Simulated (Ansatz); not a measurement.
The system is SnSe.

```xyz
8
Lattice="11.4200 0.0000 0.0000 0.0000 4.1900 0.0000 0.0000 0.0000 4.4600" Properties=species:S:1:pos:R:3 pbc="T T T"
Sn   10.0153    3.1425    4.0541
Sn    7.1147    1.0475    1.8241
Sn    4.3053    3.1425    2.6359
Sn    1.4047    1.0475    0.4059
Se    7.3431    3.1425    4.3886
Se    9.7869    1.0475    2.1586
Se    1.6331    3.1425    2.3014
Se    4.0769    1.0475    0.0714
```

```yaml
Program: Ansatz 0.2.0
Task: relaxation of cell and atoms
Functional: r2SCAN
Dispersion: D4
Potentials_or_basis: Ansatz PAW
Cutoff: "500 eV (not typed: the program's choice for these potentials)"
k_mesh: 3 × 6 × 6
Occupations: fermi-dirac, width 0.05 eV
Spin: no spin polarisation
```

At the start: volume 26.68 Å³/atom.

Problem. How do energy, volume and symmetry change on relaxing?

Solution. It ends after 9 steps and the volume is 27.97 Å³/atom (+4.9 %); space group Pnma (No. 62, to 0.05 Å).

Step by step:
| step | energy change (eV) | largest force (eV/Å) | volume (Å³) |
| --- | --- | --- | --- |
| 1 | 0.0000 | 0.2050 | 213.41 |
| 2 | -0.1020 | 0.0971 | 228.00 |
| 3 | -0.1324 | 0.0406 | 222.16 |
| 4 | -0.1386 | 0.0293 | 222.90 |
| 5 | -0.1463 | 0.0311 | 223.30 |
| 6 | -0.1490 | 0.0121 | 223.64 |
| 7 | -0.1496 | 0.0007 | 223.64 |
| 8 | -0.1496 | 0.0007 | 223.78 |
| 9 | -0.1502 | 0.0007 | 223.78 |

Final structure:
```
Sn Se
1.0
    11.67117    0.00000    0.00000
     0.00000    4.12464    0.00000
     0.00000    0.00000    4.64858
Sn Se
4 4
Direct
  0.87911 0.75000 0.87714
  0.62089 0.25000 0.37714
  0.37911 0.75000 0.62286
  0.12089 0.25000 0.12286
  0.64721 0.75000 0.98565
  0.85279 0.25000 0.48565
  0.14721 0.75000 0.51435
  0.35279 0.25000 0.01435
```

Caveat: the plane-wave basis is chosen anew once the cell has moved, so the energies of steps on either side of that aren't comparable; the PAW data sets come from PBE, with cores solved anew for the run's functional, which leaves a small shift of forces and pressure.
